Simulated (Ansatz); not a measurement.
# ZnS (Wurtzite-2H) (P6_3mc) in Ansatz: notebook

Aim: see how the results for ZnS (Wurtzite-2H) move with the level of theory and the settings. Levels: PBE, RPBE+D3(BJ). Tasks: single point, relaxation of cell and atoms.

All numbers are computed with Ansatz 0.2.0; they aren't measurements. Logs are shortened: lines on timing, memory, paths and dates and some standing lists are left out, and cuts for length are marked.

**The experiment to reproduce.**

From a printed reference work, monograph, for a bulk crystal of ZnS at 4 K: band gap 3.911 eV (direct).

The runs below are set against these values where they give the same quantity.

## 1. The crystal as given

It takes space group P6_3mc (No. 186, hexagonal). Conventional cell: a = 3.811 Å, b = 3.811 Å, c = 6.234 Å, α = 90.00°, β = 90.00°, γ = 120.00°. Around Zn (site symmetry 3m) lie 4 S at 2.31 to 2.40 Å. S (site symmetry 3m) has 4 Zn at 2.31 to 2.40 Å as nearest neighbours.

## 2. Single point, PBE

input.yaml

```yaml
crystal:
  lattice:
    - [3.811, 0.0, 0.0]
    - [-1.9055, 3.3004228138, 0.0]
    - [0.0, 0.0, 6.234]
  atoms:
    - { symbol: Zn, position: [0.6666666667, 0.3333333333, 0.5] }
    - { symbol: Zn, position: [0.3333333333, 0.6666666667, 0.0] }
    - { symbol: S, position: [0.6666666667, 0.3333333333, 0.885] }
    - { symbol: S, position: [0.3333333333, 0.6666666667, 0.385] }
hamiltonian:
  xc: pbe
  pseudopotentials: { kind: paw }
kpoints:
  mp_grid: { grid: [8, 8, 5] }
scf:
  occupations: { method: gaussian, width: 0.1 }
output:
  forces: true
  stress: true
  eigenvalues: true
  write_density: true
  write_potential: true
  elf: true
  volumetric_format: npy
```

Potentials or basis: Ansatz PAW.

Launch:

```
$ ansatz run input.yaml --threads 2 --pin off --max-ram 5632MiB --backend cpu --events-out ev --progress --plain --runs-dir out
```

Output:

```text
Warning: RAYON_NUM_THREADS=2 ignored (pool sized by the plan → 2); use --threads N
Engine: ansatz 0.2.0, x86_64-unknown-linux-gnu
Pseudopotentials: kind: paw
Pseudopotential: Zn, paw, valence charge 12, recommended cutoff 420 eV (normal), Zn.paw.azcp
Pseudopotential: S, paw, valence charge 6, recommended cutoff 420 eV (normal), S.paw.azcp
Functional definition: PBE
  parameter kappa = 0.804
  parameter beta = 0.06672455060314922
  exchange = pbe_x(kappa = kappa, mu = beta*pi^2/3)
  correlation = pbe_c(beta = beta)
Crystal: 4 atoms, lattice volume = 78.411 Å³
Basis set: ecut = 420 eV, 1521 PW (Γ), exchange–correlation on 54×54×90 points (8 copies of the dense FFT grid, shifted against one another)
Bands: 22, of which v1, the nominal top of the filled ones, is band 18 counted from 1 (17 counted from 0)
Symmetry: 12 space group operations
Space group: P63mc (ITA 186), of the structure as read, at distance tolerance 4.3e-5 Å
k-points: 30 of 320 (time reversal used)
Non-local potential: Zn, projectors of the file, l = 0: 2, l = 1: 2, l = 2: 3, l = 3: 1
Non-local potential: S, projectors of the file, l = 0: 2, l = 1: 2, l = 2: 2
PAW form: soft (Blöchl's): semilocal exchange-correlation on the pseudo side does not see the compensation charge
PAW one-centre angular grid: Zn, 590 points (default); XC on 64 Gauss nodes
PAW one-centre angular grid: S, 110 points (default); XC on 64 Gauss nodes
Initial density: superposition of atomic densities (neutral atoms: chi_scale 0, normalization atom), corrected by the library's trained network
Initial wavefunctions: pseudopotential atomic-orbital guess
Functional: x = pbe(κ = 0.804, μ = 0.2195149727645171), c = pbe(β = 0.06672455060314922)
SCF iter   1: F=—  HF=-8445.420076 eV  |F-HF|=—  |Δ(HF+E_count)|=         —  Δρ=5.12e-4  dr2=1.81e-4  ethr=1.77e-3  ⟨swp⟩=5.4  Hψ=3061  notcnv=0
preconditioner: auto → Resta (q_TF=auto, 2.396 Å⁻¹)  ε∞=6.6  [insulator: Δε(μ)=2.242 eV  Ē_g=10.665 eV  σ=0.100 eV  W_gap=1.00  n_scr=22 (ndim 8)  ℏωp=25.2 eV  f_vac=0.040  D(μ)=0.00/eV (n_scr^D=0)  ε∞_Penn≈6.6]
SCF iter   2: F=—  HF=-8445.420416 eV  |F-HF|=—  |Δ(HF+E_count)|=   3.40e-4  Δρ=4.26e-4  dr2=1.11e-4  ethr=5.03e-7  ⟨swp⟩=2.6  Hψ=1580  notcnv=0
SCF iter   3: F=—  HF=-8445.420501 eV  |F-HF|=—  |Δ(HF+E_count)|=   8.48e-5  Δρ=1.52e-4  dr2=1.25e-5  ethr=3.10e-7  ⟨swp⟩=2.0  Hψ=1154  notcnv=0
SCF iter   4: F=—  HF=-8445.420442 eV  |F-HF|=—  |Δ(HF+E_count)|=   5.90e-5  Δρ=7.56e-5  dr2=4.96e-6  ethr=3.46e-8  ⟨swp⟩=2.0  Hψ=1200  notcnv=0
SCF iter   5: F=—  HF=-8445.420441 eV  |F-HF|=—  |Δ(HF+E_count)|=   5.77e-7  Δρ=3.07e-5  dr2=6.51e-7  ethr=1.38e-8  ⟨swp⟩=2.1  Hψ=1055  notcnv=0
SCF iter   6: F=-8445.420442 eV  HF=-8445.420442 eV  |F-HF|=1.82e-8  |Δ(HF+E_count)|=   3.87e-7  Δρ=1.12e-5  dr2=7.74e-8  ethr=2.78e-10  ⟨swp⟩=6.0  Hψ=4590  notcnv=0
SCF 1 converged in 6 iterations: F = -8445.420442 eV  dr2 = 7.74e-8
SCF converged after 6 iterations
Free energy (F): -8445.420442 eV
Harris-Foulkes:  -8445.420442 eV  (|F-HF|=1.82e-8)
Internal energy: -8445.420442 eV  (E = F + TS)
E sigma→0 (E₀):  -8445.420442 eV
Fermi energy:    6.990205 eV
--- Per-component energies (eV) ---
  E_band       = 12.308435
  E_kinetic    = 477.241452
  E_local      = -4081.370098  (includes V_loc(G=0)·N_el)
  E_nonlocal   = 1285.435661
  E_hartree    = 1707.470596
  E_xc         = -469.097841
  E_vxc        = -279.503119  (∫ρ·V_xc dr)
  E_paw        = -4856.936050  (= ΣΔE_a)
  E_vpaw       = -804.430928  (= ΣTr[D̂ρ^β])
  E_aug_tail   = -0.000743  (compensation charges beyond the density's cutoff)
  E_ewald      = -2508.163419
  E_smearing   = -0.000000  (= −TS)
  E_closure    = 0.000000  (closes the sum)
  Σ components = -8445.420442   (vs F -8445.420442, Δ=0.00e0)
--- Forces (eV/Å), atoms counted from 1 ---
  atom   1  Zn    -0.00000000     0.00000000     0.31948470
  atom   2  Zn     0.00000000    -0.00000000     0.31948470
  atom   3  S     -0.00000000     0.00000000    -0.31949257
  atom   4  S      0.00000000    -0.00000000    -0.31949257
  max |Σ_I F_I| component: 1.57e-5 eV/Å
--- Stress (GPa, compression-positive) ---
        3.006783       0.000000       0.000000
        0.000000       3.006783       0.000000
        0.000000      -0.000000       0.982147
  P = ⅓ Tr σ = 2.3319 GPa (23.319 kbar)
--- Band table (eV; the first three rows and the last of 30) ---
  k-point 0: bands = ["-7.3305", "-6.4063", "-0.4999", "-0.4999", "-0.4354", "-0.4354", "-0.4266", "-0.0180", "-0.0180", "0.0619", "0.0619", "0.2205", "0.7008", "5.0088", "5.0088", "5.8552", "5.8552", "5.8660", "8.1137", "8.8581", "12.1424", "12.1424"]
  k-point 1: bands = ["-7.2544", "-6.5097", "-0.4961", "-0.4961", "-0.4440", "-0.4440", "-0.4313", "-0.1077", "-0.0085", "-0.0085", "0.0562", "0.0562", "1.3513", "5.0837", "5.0837", "5.0968", "5.7677", "5.7677", "8.7671", "8.9651", "12.1811", "12.1956"]
  k-point 2: bands = ["-7.0451", "-6.7624", "-0.4838", "-0.4838", "-0.4639", "-0.4639", "-0.4241", "-0.3446", "0.0145", "0.0145", "0.0393", "0.0393", "2.4679", "3.7769", "5.2852", "5.2852", "5.5460", "5.5460", "9.2423", "9.3900", "12.2364", "12.3987"]
  k-point 29: bands = ["-6.1718", "-6.1282", "-0.3653", "-0.3139", "-0.3071", "-0.2474", "-0.1312", "-0.1289", "-0.0062", "-0.0033", "0.2945", "0.3401", "1.0565", "1.1854", "2.6987", "3.1776", "4.3840", "4.6174", "10.2942", "10.6122", "11.9025", "12.3172"]
```

Run time: 6.4 s. Hardware: 2 threads of Intel Xeon at 2.50GHz (Skylake/Cascade Lake), shared host; peak memory 0.36 GiB.

What came out:

```yaml
Free_energy: -8445.4204 eV
Pressure: 2.3 GPa
Largest_force: 0.319 eV/Å
Band_gap_on_the_k_mesh: 2.25 eV, direct
```

Forces in eV/Å, atoms in the order of the input:
```
Zn   0.000  0.000  0.319
Zn   0.000  0.000  0.319
S    0.000  0.000 -0.319
S    0.000  0.000 -0.319
```

Levels at points of the mesh, in eV from the valence-band top:
| k point | band 14 | band 15 | band 16 | band 17 | band 18 | band 19 | band 20 | band 21 | band 22 |
| --- | --- | --- | --- | --- | --- | --- | --- | --- | --- |
| (0.00, 0.00, 0.00) | -0.86 | -0.86 | -0.01 | -0.01 | 0.00 | 2.25 | 2.99 | 6.28 | 6.28 |
| (0.00, -0.50, 0.00) | -4.21 | -3.16 | -2.25 | -1.56 | -0.98 | 3.61 | 4.26 | 5.17 | 7.11 |

Caveat: odd divisions of the mesh miss points on the zone boundary, where band edges often lie, so the gap on the mesh can be too wide.

## 3. Relaxation of cell and atoms, RPBE+D3(BJ)

input.yaml: that of step 2 with these lines changed.

```diff
@@ -11,4 +11,5 @@
 hamiltonian:
-  xc: pbe
+  xc: rpbe
   pseudopotentials: { kind: paw }
+  dispersion: d3bj
 kpoints:
@@ -16,3 +17,3 @@
 scf:
-  occupations: { method: gaussian, width: 0.1 }
+  occupations: { method: gaussian, width: 0.01 }
 output:
@@ -20,3 +21,2 @@
   stress: true
-  eigenvalues: true
   write_density: true
@@ -25 +25,5 @@
   volumetric_format: npy
+relax:
+  f_tol: 0.01
+  max_steps: 40
+  cell: { stress_tol: 0.05 }
```

Potentials or basis: Ansatz PAW.

Launch:

```
$ ansatz run input.yaml --threads 2 --pin off --max-ram 5632MiB --backend cpu --events-out ev --progress --plain --runs-dir out
```

Run time: 32 s. Hardware: 2 threads of Intel Xeon at 2.50GHz (Skylake/Cascade Lake), shared host; peak memory 0.38 GiB.

Results (log left out):

- Free energy: -8467.7787 eV
- Relaxed volume: 18.13 Å³/atom
- Relaxed cell: a = 3.712 Å, b = 3.712 Å, c = 6.076 Å, α = 90.00°, β = 90.00°, γ = 120.00°
- Space group after relaxing (to 0.05 Å): P6_3mc (No. 186)
- Energy gained by relaxing: 32.9 meV/atom
- Ionic steps: 6
- Pressure after relaxing: 0.0 GPa
- Band gap on the k mesh: 2.74 eV, direct

The path:
```tsv
step	energy change (eV)	largest force (eV/Å)	volume (Å³)
1	0.0000	0.3333	78.41
2	-0.1042	0.2229	74.97
3	-0.1320	0.0238	72.03
4	-0.1345	0.0151	72.53
5	-0.1346	0.0004	72.52
6	-0.1314	0.0005	72.52
```

Final structure:
```
CELL_PARAMETERS angstrom
3.71223 0.00000 0.00000
-1.85611 3.21489 0.00000
0.00000 0.00000 6.07638
ATOMIC_POSITIONS crystal
Zn 0.66667 0.33333 0.50511
Zn 0.33333 0.66667 0.00511
S 0.66667 0.33333 0.87989
S 0.33333 0.66667 0.37989
```

Levels at points of the mesh, in eV from the valence-band top:
```tsv
k point	band 16	band 17	band 18	band 19	band 20	band 21
(0.00, 0.00, 0.00)	-0.08	0.00	0.00	2.74	3.33	6.27
(0.00, -0.50, 0.00)	-2.54	-1.90	-1.00	3.68	4.54	5.16
```

Caveat: odd divisions of the mesh miss points on the zone boundary, where band edges often lie, so the gap on the mesh can be too wide; the plane-wave basis is chosen anew once the cell has moved, so the energies of steps on either side of that aren't comparable; the PAW data sets come from PBE, with cores solved anew for the run's functional, which leaves a small shift of forces and pressure.

## 4. Against experiment

Step 2. Against the measured gap of ZnS, 3.911 eV (direct; 4 K; a printed reference work, monograph), the calculated 2.25 eV is off by -1.66 eV. The value is that of PBE, without temperature or zero-point motion. Semilocal functionals fall short of measured gaps as a rule.
